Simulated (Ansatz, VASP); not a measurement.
# Two plane-wave programs on Zn

INCAR

```
SYSTEM = Zn
  PREC = Accurate
  ENCUT = 520
  EDIFF = 1E-6
  ISMEAR = 0
  SIGMA = 0.15
  LREAL = .FALSE.
  LASPH = .TRUE.
  NELM = 80
  ALGO = Fast
  ISIF = 2
  LWAVE = .FALSE.
  LCHARG = .FALSE.
  GGA = CA
  NBANDS = 19
```

Contents of KPOINTS:

```
regular mesh
0
G
  21 21 10
  0 0 0
```

The input POSCAR:

```
Zn
1.0
    2.5848541116      0.0000000000      0.0000000000
   -1.2924270558      2.2385493257      0.0000000000
    0.0000000000      0.0000000000      5.0951010000
Zn
2
Direct
    0.3333333333      0.6666666667      0.2500000000
    0.6666666667      0.3333333333      0.7500000000
```

Input for Ansatz:

```yaml
crystal:
  lattice:
    - [2.5848541116, 0.0, 0.0]
    - [-1.2924270558, 2.2385493257, 0.0]
    - [0.0, 0.0, 5.095101]
  atoms:
    - { symbol: Zn, position: [0.3333333333, 0.6666666667, 0.25] }
    - { symbol: Zn, position: [0.6666666667, 0.3333333333, 0.75] }
basis:
  ecutwfc: 420
kpoints:
  mp_grid: { grid: [21, 21, 10] }
hamiltonian:
  xc: lda
scf:
  occupations: { method: gaussian, width: 0.15 }
output:
  forces: true
  stress: true
  eigenvalues: true
```

Change from the starting cell: strain -0.030 along x and y, +0.030 along z, atoms carried along.

Alike in both runs: task single point; functional LDA; k mesh 21 × 21 × 10; occupations gaussian, width 0.15 eV; no spin polarisation.

|  | VASP | Ansatz |
| --- | --- | --- |
| version | VASP 6.6.1 | Ansatz 0.2.0 |
| potentials or method | VASP PAW LDA potentials, release 64 (Zn) | scalar-relativistic, plane waves, PAW |
| plane-wave cutoff (eV) | 520 | 420 |
| valence electrons in the cell | 24 | 24 |

VASP gave:

- gap on the k mesh at the Fermi level (eV): none
- pressure (GPa): -4.7
- largest component of the traceless stress (GPa): 0.45

Question: What did Ansatz give for the same quantities?

Answer: gap on the k mesh at the Fermi level (eV): none; pressure (GPa): -5.4; largest component of the traceless stress (GPa): 0.13.

A gap of «none» marks a metal or a gap that the smearing closes.
